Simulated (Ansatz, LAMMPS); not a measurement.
## InP with crystalline order left by the classical run (68 atoms) in motion

How do the atoms of InP with crystalline order left by the classical run (68 atoms) move, and what local order do they keep?

Main program and level: Ansatz 0.2.0; Kohn-Sham DFT, PBE, PAW (set soft_2), plane waves.

## (1) The structure

The cell holds 68 atoms: 34 In and 34 P. Its edges and angles: a = 12.206 Å, b = 12.206 Å, c = 12.206 Å, α = 90.0°, β = 90.0°, γ = 90.0°. 68 atoms (34 In, 34 P) placed at random at 4.53 g/cm³, melted at 2500 K for 10 ps at fixed volume with the Vashishta potential (Branicio, Rino, Gan and Tsuzuki, J. Phys.: Condens. Matter 21, 095002 (2009)). Quenched from 2500 K to 300 K at 20 K/ps and fixed volume, held 5 ps, then minimised at fixed cell.

Limits known from the start: The quench rate of 20 K/ps far exceeds what a furnace or splat quench reaches, so expect more defects and frozen-in strain than in a real sample. The starting topology of bonds comes from the classical model, and needn't be the one that DFT or experiment would give. The Brillouin zone is sampled at Γ only, in a cell whose shortest periodic width is 12 Å.

## (2) Single point at the start

A single point comes first, to see the forces before anything moves.

input.yaml reads:

```yaml
crystal:
  lattice:
    - [12.2062, 0.0, 0.0]
    - [0.0, 12.2062, 0.0]
    - [0.0, 0.0, 12.2062]
  atoms:
    - { symbol: In, position: [0.3171, 0.64035, 0.03191] }
    - { symbol: In, position: [0.49689, 0.8797, 0.21892] }
    - { symbol: In, position: [0.65202, 0.62427, 0.02235] }
    - { symbol: In, position: [0.67881, 0.63597, 0.33642] }
    [... 58 atom lines left out ...]
    - { symbol: P, position: [0.86119, 0.62132, 0.86037] }
    - { symbol: P, position: [0.18773, 0.67873, 0.20189] }
    - { symbol: P, position: [0.18013, 0.68621, 0.87532] }
    - { symbol: P, position: [0.99818, 0.91872, 0.35729] }
    - { symbol: P, position: [0.83747, 0.6719, 0.54468] }
    - { symbol: P, position: [0.1772, 0.17118, 0.20792] }
kpoints:
  mp_grid: { grid: [1, 1, 1] }
hamiltonian:
  xc: pbe
scf:
  occupations: { method: fermi_dirac, width: 0.05 }
output:
  forces: true
  stress: true
```

On the command line:

```
ansatz run input.yaml --threads 4 --pin off --max-ram 8192MiB --backend cpu --events-out ev --progress --plain --runs-dir out
```

It took 17 s on 4 threads of Arm Neoverse V2, shared host; peak memory 2.2 GiB; 66 s of CPU time.

The run gave:

- free energy: -216005.8008 eV
- free energy per atom: -3176.5559 eV/atom
- SCF cycles: 11
- pressure: -0.5162 GPa
- r.m.s. force component: 0.2758 eV/Å
- longest force: 1.003 eV/Å
- Fermi energy: 6.377 eV

The r.m.s. force component of 0.28 eV/Å and the pressure of -0.52 GPa set the starting point.

Neighbours are counted within 2.98 Å (In-P).

Length of the force by element and coordination:

```tsv
element	coordination	atoms	mean length of the force (eV/Å)	spread	least	most
In	all	34	0.351	0.129	0.0596	0.642
In	3	27	0.337	0.138	0.0596	0.642
In	4	7	0.406	0.0631	0.312	0.497
P	all	34	0.517	0.221	0.138	1.00
P	3	27	0.531	0.207	0.138	0.915
P	4	7	0.463	0.262	0.257	1.00
```

## (3) Dynamics started at 300 K

A Langevin thermostat couples each atom to a heat bath, at the price of damped dynamics. The time step is 2.0 fs.

Edit input.yaml of step 2 so:

```diff
@@ -16 +16,8 @@
   stress: true
+md:
+  timestep: 2.0
+  n_steps: 106
+  ensemble: nvt_langevin
+  temperature: 300
+  initial_velocities: maxwell_boltzmann
+  seed: 5490
```

Wall time 22 min (4 threads); peak memory 2.4 GiB.

The program notes that the SCF threshold is loose for the stress and it switched symmetry off.

Rows from the run:

```tsv
time (fs)	T (K)	potential (meV/atom)
0.0	296	0.0
14.0	276	1.1
28.0	274	1.0
42.0	319	-5.1
56.0	370	-13.1
70.0	434	-16.7
84.0	409	-16.9
98.0	368	-15.9
114.0	352	-18.0
128.0	370	-21.5
142.0	347	-22.4
156.0	357	-22.5
170.0	359	-26.2
184.0	403	-32.9
198.0	408	-36.0
212.0	361	-35.4
```

Mean square displacement from the first frame to the last: In 0.091 Å², P 0.25 Å².

Table of mean square displacement by time lag:

```tsv
time lag (fs)	In (Å²)	P (Å²)
2.0	3.0e-5	1.2e-4
6.0	2.7e-4	0.00109
10.0	7.3e-4	0.00299
14.0	0.00142	0.00574
18.0	0.00231	0.00929
22.0	0.00340	0.0135
28.0	0.00538	0.0210
32.0	0.00691	0.0266
36.0	0.00860	0.0326
40.0	0.0104	0.0388
44.0	0.0124	0.0452
48.0	0.0145	0.0517
54.0	0.0178	0.0615
58.0	0.0201	0.0680
62.0	0.0225	0.0744
66.0	0.0250	0.0806
70.0	0.0276	0.0866
74.0	0.0302	0.0924
80.0	0.0341	0.101
84.0	0.0368	0.106
88.0	0.0395	0.111
92.0	0.0421	0.116
96.0	0.0448	0.120
100.0	0.0475	0.125
106.0	0.0514	0.132
```

Over the second half of 212 fs the temperature averages 373 K with swings of 26 K r.m.s. From first frame to last P has the largest mean square displacement, 0.25 Å² at the end; the farthest move is 0.92 Å. The mean temperature of 373 K lies well off the 300 K of the input, so the thermostat hasn't yet brought the run to equilibrium. The run spans 0.21 ps, too short for its means to be equilibrium values.

## (4) Structure statistics late in the run

The g(r) is a mean over the second half; what follows it is taken at the last frame.

Density 4.53 g/cm³, 26.74 Å³ an atom.

Mean of 15 frames. Pair distribution functions g(r), in bins of 0.2 Å:

```tsv
r (Å)	total	In-In	In-P	P-P
2.40	0.32	0.00	0.64	0.00
2.60	2.81	0.00	5.63	0.00
2.80	1.88	0.00	3.76	0.00
3.00	0.71	0.00	1.42	0.00
3.20	0.51	0.00	1.01	0.02
3.40	0.53	0.07	0.93	0.18
3.60	0.78	0.62	0.82	0.88
3.80	1.41	2.74	0.33	2.25
4.00	1.81	3.36	0.15	3.58
4.20	2.02	4.21	0.28	3.33
4.40	1.22	2.00	0.37	2.13
4.60	0.80	0.71	0.62	1.25
4.80	0.63	0.17	0.98	0.39
5.00	0.71	0.22	1.10	0.42
5.20	0.72	0.18	1.16	0.41
5.40	0.65	0.60	0.82	0.37
5.60	0.58	0.49	0.78	0.29
5.80	0.63	0.72	0.71	0.39
6.00	1.01	0.79	1.33	0.60
```

Bonds by pair of elements; cutoffs follow the first minimum of g(r), held within bounds set by covalent radii, and pairs that aren't listed don't count as bonded:

```tsv
pair A-B	cutoff (Å)	bonds	mean length (Å)	spread (Å)	shortest (Å)	B about A	A about B
In-P	3.31	145	2.74	0.205	2.43	4.26	4.26
```

The cutoff for In-P falls short of the minimum of g(r), so counts run low and odd coordinations can be artefacts.

How many atoms have how many bonded neighbours:

```tsv
element	mean	3	4	5	6
In	4.26	4	20	7	3
P	4.26	5	16	12	1
```

Bond angles, per cent of each kind in bins of 5°:

```tsv
angle (°)	P-In-P	In-P-In
70–75	0.4	0.0
75–80	2.8	3.2
80–85	8.9	7.7
85–90	15.4	14.6
90–95	13.8	13.4
95–100	11.7	16.3
100–105	13.0	8.9
105–110	6.9	8.5
110–115	5.3	6.1
115–120	1.6	1.2
120–125	1.2	1.2
125–130	0.4	1.6
130–135	0.8	0.0
135–140	0.0	0.4
140–145	0.4	1.2
145–150	1.6	2.0
150–155	4.0	2.0
155–160	2.4	4.1
160–165	3.6	3.7
165–170	2.4	2.9
170–175	2.0	0.8
175–180	1.2	0.0
```

Bond angles (no mean is given where the spread exceeds 20°):

```tsv
angle	count	mean (°)	spread (°)
P-In-P	247	-	-
In-P-In	246	-	-
```

Bond length by coordination (bonds to H left out):

```tsv
element	coordination	atoms	mean bond length (Å)
In	3	4	2.54
In	4	20	2.71
In	5	7	2.81
In	6	3	2.83
P	3	5	2.59
P	4	16	2.69
P	5	12	2.80
P	6	1	2.91
```

Rings of the network by King's shortest-path rule, up to 12 atoms, one path for each pair of neighbours; H, halogens, alkali and alkaline-earth atoms are left out, and the last column divides by all other atoms, bonded or not:

```tsv
ring size (atoms)	rings	per network atom
4	39	0.574
6	139	2.04
8	26	0.382
```

For some of the pairs, g(r) has its first main peak near 4.1 Å (In-In), 2.6 Å (In-P) and 4.0 Å (P-P). Bonds at P atoms with 3 neighbours average 2.59 Å, against 2.80 Å at those with 5. Rings of 6 atoms are the most common (68 % of those counted); sizes run from 4 to 8.

## (5) Single point at the last frame

The last frame is solved again with fuller output, to read the electronic structure of a thermally displaced geometry.

input.yaml reads:

```yaml
crystal:
  lattice:
    - [12.2062, 0.0, 0.0]
    - [0.0, 12.2062, 0.0]
    - [0.0, 0.0, 12.2062]
  atoms:
    - { symbol: In, position: [0.34127, 0.61952, 0.04673] }
    - { symbol: In, position: [0.50638, 0.87244, 0.22728] }
    - { symbol: In, position: [0.65632, 0.62888, 0.02788] }
    - { symbol: In, position: [0.67002, 0.63705, 0.36681] }
    [... 58 atom lines left out ...]
    - { symbol: P, position: [0.87616, 0.62123, 0.86509] }
    - { symbol: P, position: [0.18844, 0.67506, 0.19066] }
    - { symbol: P, position: [0.21604, 0.67948, 0.89647] }
    - { symbol: P, position: [0.97693, 0.92559, 0.37619] }
    - { symbol: P, position: [0.80959, 0.68138, 0.54963] }
    - { symbol: P, position: [0.19839, 0.17924, 0.21603] }
kpoints:
  mp_grid: { grid: [1, 1, 1] }
hamiltonian:
  xc: pbe
scf:
  occupations: { method: fermi_dirac, width: 0.05 }
output:
  forces: true
  stress: true
  populations: true
  dos:
    method: { smearing: { sigma: 0.15 } }
    de: 0.1
    projected: { site_lists: { In: [In], P: [P] } }
  eigenvalues: true
  write_density: true
  write_potential: true
  volumetric_format: npy
```

The job ended after 25 s (4 threads; peak memory 2.3 GiB).

The program notes that the exchange-correlation potential is rough where the density is thin.

The run gave:

| Item | Value |
| --- | --- |
| free energy | -216008.2058 eV |
| free energy per atom | -3176.5913 eV/atom |
| SCF cycles | 10 |
| pressure | -0.8675 GPa |
| r.m.s. force component | 0.4019 eV/Å |
| longest force | 1.644 eV/Å |
| Fermi energy | 6.407 eV |
| levels partly filled by over 2 per cent | 3 |
| spilling of the projection | 0.002716 |

Length of the force by element:

```tsv
element	coordination	atoms	mean length of the force (eV/Å)	spread	least	most
In	all	34	0.597	0.289	0.205	1.33
P	all	34	0.646	0.335	0.138	1.64
```

Löwdin charges by element (they lack the spilled electrons, 0.024 e an atom on average):

```tsv
element	coordination	atoms	mean charge (e)	spread	least	most
In	all	34	0.296	0.0251	0.256	0.349
P	all	34	-0.247	0.0254	-0.324	-0.190
```

Density of states as counts of states in windows of 1 eV (from the Fermi level), total and the larger projections:

```tsv
from (eV)	to (eV)	total	P p	In p	In s	P s
-10	-9	37.0	0.7	9.2	2.8	23.1
-9	-8	11.2	0.1	1.9	0.4	8.3
-8	-7	0.0	0.0	0.0	0.0	0.0
-7	-6	0.1	0.0	0.0	0.0	0.0
-6	-5	29.8	13.0	1.7	13.2	1.6
-5	-4	25.7	10.9	2.8	9.5	2.2
-4	-3	25.8	13.4	6.3	3.6	2.2
-3	-2	29.5	18.1	8.6	1.7	0.8
-2	-1	48.4	34.0	10.6	2.1	1.0
-1	0	44.4	33.2	6.7	2.4	1.4
0	1	18.8	9.5	3.7	4.3	0.7
1	2	28.1	9.8	8.3	7.1	1.7
2	3	27.7	7.2	11.4	4.6	2.5
3	4	38.6	7.7	19.6	3.9	2.5
```

Between -15 and -10 eV lie 360 more states.

The levels nearest the highest filled one (over half full), pooled over k-points and spins:

```tsv
level less the highest filled one (eV)	occupation
-0.338	2.00
-0.275	2.00
-0.190	1.98
-0.182	1.97
-0.134	1.93
0	1.33
0.0593	0.755
0.234	0.036
0.431	0.001
0.664	0
0.715	0
0.839	0
```

Mean Löwdin charges: In +0.30, P -0.25 e. Charges this small depend on the projection, at times even in sign. Within 0.4 eV of the Fermi level the largest share is P p (76 % of the projected weight).

## (6) What came out

```
mean temperature, second half  : 373 K
temperature swing, second half : 26.3 K
mean pressure, second half     : -1.577 GPa
free energy per atom           : -3176.5913 eV/atom
pressure                       : -0.8675 GPa
r.m.s. force component         : 0.4019 eV/Å
wall time of the 3 DFT runs    : 22 min
```

Over the second half of 212 fs the temperature averages 373 K with swings of 26 K r.m.s. The mean temperature of 373 K lies well off the 300 K of the input, so the thermostat hasn't yet brought the run to equilibrium. The run spans 0.21 ps, too short for its means to be equilibrium values. Counting bands leaves a spacing of only 0.059 eV (at Γ alone), which the smearing bridges: 3 levels are partly filled by over 2 %, so a gap, if any, is small at this level.

**Limits.** The pressure of a single frame lacks the kinetic term, about 0.19 GPa here.

[Logs are printed without paths, hosts, clocks, repeated set-up lines and the standing remarks that a program may print on its own settings, such as how far it seeks lower states.]

[Hosts, paths, dates, database ids (printed as entryN), source tags and the programs' standing remarks are cut or masked in the printed files.]
